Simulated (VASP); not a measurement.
Wanted: the native input for a VASP 6.6.1 run.

- Task: electrostatic potential
- Functional: r2SCAN
- Potentials or basis: VASP PAW PBE potentials, release 64 (O, Li_sv)
- Cutoff: 520 eV
- k mesh: 10 × 10 × 10
- Occupations: gaussian, width 0.02 eV
- Spin: no spin polarisation
- Further INCAR settings: ALGO = Normal; EDIFF = 1e-07

The structure of Li2O lies in POSCAR:

```
Li2O                                    
1.0
    0.0000000000      2.2848078449      2.2848078449
    2.2848078449      0.0000000000      2.2848078449
    2.2848078449      2.2848078449     -0.0000000000
  O               Li            
     1     2
Direct
     0.0000000000000000    0.0000000000000000    0.0000000000000000
     0.2500000000000000    0.2500000000000000    0.2500000000000000
     0.7500000000000000    0.7500000000000000    0.7500000000000000
```

The cell was built by a generator and needn't be a form met in nature.

These files were run (other wordings do the same):

INCAR

```
PREC = Accurate
ENCUT = 520
EDIFF = 1E-7
ISMEAR = 0
SIGMA = 0.02
LREAL = False
LASPH = True
NELM = 80
ALGO = Normal
ISIF = 2
LWAVE = False
LCHARG = True
METAGGA = R2SCAN
LMIXTAU = True
LVHAR = True
```

KPOINTS

```
regular mesh
0
Gamma
  10 10 10
```

Potentials or basis: VASP PAW PBE potentials, release 64 (O, Li_sv).

Run with:

```console
$ cat potpaw_PBE.64/O/POTCAR potpaw_PBE.64/Li_sv/POTCAR > POTCAR
$ mpirun -np 1 vasp_std > vasp.out
```

Results of the run:

The band gap on the k mesh is 5.73 eV, indirect (least direct gap 6.37 eV).

Run time: 62 s on 1 thread of AMD EPYC 9R14 (Zen 4), with other jobs on the host, peak memory 0.11 GiB.
